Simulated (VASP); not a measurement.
# AlP (F-43m) in VASP: notebook

The runs below take AlP through single point, with PBE+D3(BJ), PBE.

Program: VASP 6.6.1. These are calculated values, not measurements. Logs are shortened: lines on timing, memory, paths and dates and some standing lists are left out, and cuts for length are marked.

**What was measured.**

A printed reference work, data compilation reports, for a bulk crystal of AlP at 4.2 K: band gap 2.505 eV (indirect).

How close the calculation comes is told below.

**1. The cell of the first run**

Symmetry: F-43m, No. 216, cubic system. Conventional cell: a = 5.379 Å, b = 5.379 Å, c = 5.379 Å, α = 90.00°, β = 90.00°, γ = 90.00°. Al (site symmetry -43m) has 4 P at 2.33 Å within 3.1 Å. Within 3.1 Å of P (site symmetry -43m) lie 4 Al at 2.33 Å.

**2. Single point, PBE+D3(BJ) (volume scaled by 0.96)**

INCAR

```
PREC = Accurate ; ENCUT = 500
EDIFF = 1E-6 ; ISMEAR = 0
SIGMA = 0.05 ; LREAL = F
LASPH = T ; NELM = 120
ALGO = Normal ; ISIF = 2
LWAVE = F ; LCHARG = T
GGA = PE ; IVDW = 12
LELF = T ; LVHAR = T
NBANDS = 11 ; GGA_COMPAT = F
```

KPOINTS

```
Automatic mesh
0
Gamma
  8 8 8
```

POSCAR

```
AlP
1.0
    0.0000000000      2.6893128352      2.6893128352
    2.6893128352      0.0000000000      2.6893128352
    2.6893128352      2.6893128352      0.0000000000
Al P
1 1
Direct
    0.0000000000      0.0000000000      0.0000000000
    0.7500000000      0.7500000000      0.7500000000
```

Potentials or basis: VASP PAW PBE potentials, release 64 (Al, P).

On the command line:

```console
> cat potpaw_PBE.64/Al/POTCAR potpaw_PBE.64/P/POTCAR > POTCAR
> mpirun -np 1 vasp_std > vasp.out
```

OUTCAR:

```text
PREC = Accurate
   ENCUT = 500
   EDIFF = 1E-6
   ISMEAR = 0
   LREAL = F
   LASPH = T
   NELM = 120
   ISIF = 2
   GGA = PE
   IVDW = 12
 IVDW          = 12

 ion  position               nearest neighbor table
   1  0.000  0.000  0.000-   2 2.33   2 2.33   2 2.33   2 2.33
   2  0.750  0.750  0.750-   1 2.33   1 2.33   1 2.33   1 2.33

  LATTYP: Found a face centered cubic cell.
 ALAT       =     5.3786256704

  Lattice vectors:

 A1 = (   0.0000000000,   2.6893128352,   2.6893128352)
 A2 = (   2.6893128352,   0.0000000000,   2.6893128352)
 A3 = (   2.6893128352,   2.6893128352,   0.0000000000)

Analysis of symmetry for initial positions (statically):
=====================================================================
 Subroutine PRICEL returns:
 Original cell was already a primitive cell.

 Routine SETGRP: Setting up the symmetry group for a
 face centered cubic supercell.

 Subroutine GETGRP returns: Found 24 space group operations
 (whereof 24 operations were pure point group operations)
 out of a pool of 48 trial point group operations.

The static configuration has the point symmetry T_d .

Analysis of symmetry for dynamics (positions and initial velocities):
=====================================================================
 Subroutine PRICEL returns:
 Original cell was already a primitive cell.

 Routine SETGRP: Setting up the symmetry group for a
 face centered cubic supercell.

 Subroutine GETGRP returns: Found 24 space group operations
 (whereof 24 operations were pure point group operations)
 out of a pool of 48 trial point group operations.

The dynamic configuration has the point symmetry T_d .

 Subroutine INISYM returns: Found 24 space group operations
 (whereof 24 operations are pure point group operations),
 and found     1 'primitive' translations

----------------------------------------------------------------------------------------

                                     Primitive cell

  volume of cell :      38.9004

  direct lattice vectors                    reciprocal lattice vectors
     0.000000000  2.689312835  2.689312835    -0.185921100  0.185921100  0.185921100
     2.689312835  0.000000000  2.689312835     0.185921100 -0.185921100  0.185921100
     2.689312835  2.689312835  0.000000000     0.185921100  0.185921100 -0.185921100

  length of vectors
     3.803262685  3.803262685  3.803262685     0.322024791  0.322024791  0.322024791

  position of ions in fractional coordinates (direct lattice)
     0.000000000  0.000000000  0.000000000
     0.750000000  0.750000000  0.750000000

  ion indices of the primitive-cell ions
   primitive index   ion index
                 1           1
                 2           2

----------------------------------------------------------------------------------------

 KPOINTS: Automatic mesh

Automatic generation of k-mesh.
 Grid dimensions read from file:
 generate k-points for:    8    8    8

 Generating k-lattice:

  Cartesian coordinates                     Fractional coordinates (reciprocal lattice)
    -0.023240137  0.023240137  0.023240137     0.125000000  0.000000000  0.000000000
     0.023240137 -0.023240137  0.023240137     0.000000000  0.125000000  0.000000000
     0.023240137  0.023240137 -0.023240137     0.000000000  0.000000000  0.125000000

  Length of vectors
     0.040253099  0.040253099  0.040253099

  Shift w.r.t. Gamma in fractional coordinates (k-lattice)
     0.000000000  0.000000000  0.000000000

 Subroutine IBZKPT returns following result:
 ===========================================

 Found     29 irreducible k-points:

 Following reciprocal coordinates:
            Coordinates               Weight
  0.000000  0.000000  0.000000      1.000000
  0.125000  0.000000  0.000000      8.000000
  0.250000  0.000000  0.000000      8.000000
  0.375000  0.000000  0.000000      8.000000
  0.500000  0.000000  0.000000      4.000000
  0.125000  0.125000  0.000000      6.000000
[... 16 lines left out ...]
  0.500000  0.250000  0.125000     48.000000
 -0.375000  0.250000  0.125000     24.000000
 [... further k-points ...]
   k-points           NKPTS =     29   k-points in BZ     NKDIM =     29   number of bands    NBANDS=     11
   number of dos      NEDOS =    301   number of ions     NIONS =      2
   total plane-waves  NPLWV =  21952
   dimension x,y,z NGX =    28 NGY =   28 NGZ =   28
   dimension x,y,z NGXF=    56 NGYF=   56 NGZF=   56
   ions per type =               1   1
   NGX,Y,Z   is equivalent  to a cutoff of  12.24, 12.24, 12.24 a.u.
   NGXF,Y,Z  is equivalent  to a cutoff of  24.48, 24.48, 24.48 a.u.
 SYSTEM =  unknown system
   PREC   = accura    normal or accurate (medium, high low for compatibility)
   ISTART =      0    job   : 0-new  1-cont  2-samecut
   ICHARG =      2    charge: 1-file 2-atom 10-const
   ISPIN  =      1    spin polarized calculation?
   LNONCOLLINEAR =      F non collinear calculations
   LSORBIT =      F    spin-orbit coupling
   LASPH  =      T    aspherical Exc in radial PAW
   ENCUT  =  500.0 eV  36.75 Ry    6.06 a.u.   6.93  6.93  6.93*2*pi/ulx,y,z
   NELM   =    120;   NELMIN=  2; NELMDL= -5     # of ELM steps
   EDIFF  = 0.1E-05   stopping-criterion for ELM
   LREAL  =      F    real-space projection
   EDIFFG = 0.1E-04   stopping-criterion for IOM
   NSW    =      0    number of steps for IOM
   IBRION =     -1    ionic relax: 0-MD 1-quasi-New 2-CG
   NFREE  =      0    steps in history (QN), initial steepest desc. (CG)
   ISIF   =      2    stress and relaxation
   ISYM   =      2    0-nonsym 1-usesym 2-fastsym
   POTIM  = 0.5000    time-step for ionic-motion
   TEBEG  =    0.0;   TEEND  =   0.0 temperature during run
   PSTRESS=    0.0 pullay stress
   NELECT =       8.0000    total number of electrons
   NUPDOWN=      -1.0000    fix difference up-down
   EMIN   =  10.00;   EMAX   =-10.00  energy-range for DOS
   EFERMI =   0.00;   METHOD = LEGACY
   ISMEAR =     0;   SIGMA  =   0.05  broadening in eV -4-tet -1-fermi 0-gaus
   EFERMI_NEDOS =   21; number of points for ismear=-14 and -15
   IALGO  =     38    algorithm
   IMIX   =      4    mixing-type and parameters
     AMIX     =   0.40;   BMIX     =  1.00
     AMIX_MAG =   1.60;   BMIX_MAG =  1.00
  volume/ion in A,a.u.               =      19.45       131.26
  Fermi-wavevector in a.u.,A,eV,Ry     =   0.966318  1.826077 12.704725  0.933771
  Thomas-Fermi vector in A             =   2.096110
   LORBIT       =      0    0 simple, 1 ext, 2 COOP (PROOUT), +10 PAW based schemes
   GGA     = PE    functional components
   LHFCALC =     F    Hartree Fock is set to
   AEXX    =    0.0000 exact exchange contribution
   IVDW    =    12    specifies the selected vdW correction
   LEPSILON=     F    determine dielectric tensor
   LRPA    =     F    only Hartree local field effects (RPA)
 non-spin polarized calculation
 Gauss-broadening in eV      SIGMA  =   0.05
  energy-cutoff  :      500.00
  volume of cell :       38.90
 maximum number of plane-waves:       999
   NGX = 13   NGY = 13   NGZ = 13

 number of electron       7.9999999 magnetization

 Free energy of the ion-electron system (eV)
  ---------------------------------------------------
  ext. energy  EPLUGINS =         0.00000000
  ---------------------------------------------------
  free energy    TOTEN  =       -10.32085545 eV

  energy without entropy =      -10.32085545  energy(sigma->0) =      -10.32085545

 E-fermi :   5.2247     XC(G=0):  -9.3852

 val. band max:        5.0019746578   @ k =   0.0000   0.0000   0.0000
 cond. band min:       6.4879372149   @ k =   0.5000   0.5000   0.0000
 fundamental gap:      1.4859625571
 Fermi energy:         5.2246572586

 k-point     1 :       0.0000    0.0000    0.0000
  band No.  band energies     occupation
      1      -6.7682      2.00000
      2       5.0020      2.00000
      3       5.0020      2.00000
      4       5.0020      2.00000
      5       8.6976      0.00000
      6       9.6258      0.00000
      7       9.6258      0.00000
      8       9.6258      0.00000
      9      13.8867      0.00000
     10      13.8867      0.00000
     11      15.6152      0.00000

 k-point     2 :       0.1250    0.0000    0.0000
  band No.  band energies     occupation
      1      -6.5868      2.00000
      2       3.7631      2.00000
      3       4.8475      2.00000
      4       4.8475      2.00000
      5       8.9682      0.00000
      6       9.9215      0.00000
      7       9.9215      0.00000
      8      10.3046      0.00000
      9      13.3821      0.00000
     10      13.3821      0.00000
     11      16.2043      0.00000

 k-point     3 :       0.2500    0.0000    0.0000
  band No.  band energies     occupation
      1      -6.0741      2.00000
      2       1.7451      2.00000
      3       4.5425      2.00000
      4       4.5425      2.00000
      5       8.5109      0.00000
      6      10.2178      0.00000
      7      10.2178      0.00000
      8      12.2378      0.00000
      9      13.3790      0.00000
     10      13.3790      0.00000
     11      15.5649      0.00000

 k-point     4 :       0.3750    0.0000    0.0000
  band No.  band energies     occupation
      1      -5.3777      2.00000
      2       0.0255      2.00000
      3       4.3000      2.00000
      4       4.3000      2.00000
      5       8.1241      0.00000
      6       9.9883      0.00000
      7       9.9883      0.00000
      8      13.3559      0.00000
      9      14.8443      0.00000
     10      14.8443      0.00000
     11      15.9828      0.00000
[... 239 lines left out ...]
 k-point    22 :       0.3750    0.2500    0.1250
  band No.  band energies     occupation
      1      -5.6389      2.00000
      2       1.4378      2.00000
      3       3.0150      2.00000
      4       4.0511      2.00000
      5       8.9012      0.00000
      6       9.9797      0.00000
      7      10.5247      0.00000
      8      11.9732      0.00000
      9      13.5365      0.00000
     10      16.0435      0.00000
     11      18.2654      0.00000

 k-point    23 :       0.5000    0.2500    0.1250
  band No.  band energies     occupation
      1      -4.9981      2.00000
      2       0.2624      2.00000
      3       2.4358      2.00000
      4       3.6451      2.00000
      5       8.9987      0.00000
      6       9.8920      0.00000
      7      11.1705      0.00000
      8      12.2609      0.00000
      9      14.7015      0.00000
     10      16.6267      0.00000
     11      18.0834      0.00000

 k-point    24 :      -0.3750    0.2500    0.1250
  band No.  band energies     occupation
      1      -4.6410      2.00000
      2      -0.3399      2.00000
      3       2.3037      2.00000
      4       3.4460      2.00000
      5       8.9926      0.00000
      6       9.6160      0.00000
      7      12.0418      0.00000
      8      12.8748      0.00000
      9      14.2193      0.00000
     10      16.6741      0.00000
     11      18.0701      0.00000

 [... further k-points ...]

------------------------ aborting loop because EDIFF is reached ----------------------------------------

 Edisp (eV)   -0.64706

 E8    (eV) :    -0.2681

  FORCE on cell =-STRESS in cart. coord.  units (eV):
  Direction    XX          YY          ZZ          XY          YZ          ZX
  --------------------------------------------------------------------------------------
  -------------------------------------------------------------------------------------
  Total       0.92808     0.92808     0.92808     0.00000     0.00000     0.00000
  in kB      38.22447    38.22447    38.22447     0.00000     0.00000     0.00000
  external pressure =       38.22 kB  Pullay stress =        0.00 kB

 VOLUME and BASIS-vectors are now :
 -----------------------------------------------------------------------------
  energy-cutoff  :      500.00
  volume of cell :       38.90
      direct lattice vectors                 reciprocal lattice vectors
     0.000000000  2.689312835  2.689312835    -0.185921100  0.185921100  0.185921100
     2.689312835  0.000000000  2.689312835     0.185921100 -0.185921100  0.185921100
     2.689312835  2.689312835  0.000000000     0.185921100  0.185921100 -0.185921100

 POSITION                                       TOTAL-FORCE (eV/Angst)
 -----------------------------------------------------------------------------------
      0.00000      0.00000      0.00000        -0.000000     -0.000000     -0.000000
      4.03397      4.03397      4.03397         0.000000      0.000000      0.000000
 -----------------------------------------------------------------------------------
    total drift:                               -0.000000     -0.000000     -0.000000

  FREE ENERGIE OF THE ION-ELECTRON SYSTEM (eV)
  ---------------------------------------------------
  free  energy   TOTEN  =       -10.9679192049 eV

  energy  without entropy=      -10.9679192049  energy(sigma->0) =      -10.96791920
```

Run time: 15 s. Hardware: 1 thread of Intel Xeon 8259CL, shared host; peak memory 0.16 GiB.

What came out:

| Quantity | Value |
| --- | --- |
| Free energy | -10.9679 eV |
| Pressure | 3.8 GPa |
| Band gap on the k mesh | 1.49 eV, indirect (least direct gap 3.68 eV) |
| Dispersion energy per atom | -0.324 eV |

Levels at points of the mesh, in eV from the valence-band top:
| k point | band 1 | band 2 | band 3 | band 4 | band 5 | band 6 | band 7 | band 8 |
| --- | --- | --- | --- | --- | --- | --- | --- | --- |
| (0.00, 0.00, 0.00) | -11.77 | 0.00 | 0.00 | 0.00 | 3.70 | 4.62 | 4.62 | 4.62 |
| (0.50, 0.00, 0.00) | -9.98 | -5.73 | -0.79 | -0.79 | 2.98 | 4.83 | 4.83 | 8.40 |
| (0.50, 0.50, 0.00) | -9.27 | -5.46 | -2.20 | -2.20 | 1.49 | 2.45 | 11.46 | 11.46 |

(Continued in part 2 of 3.)
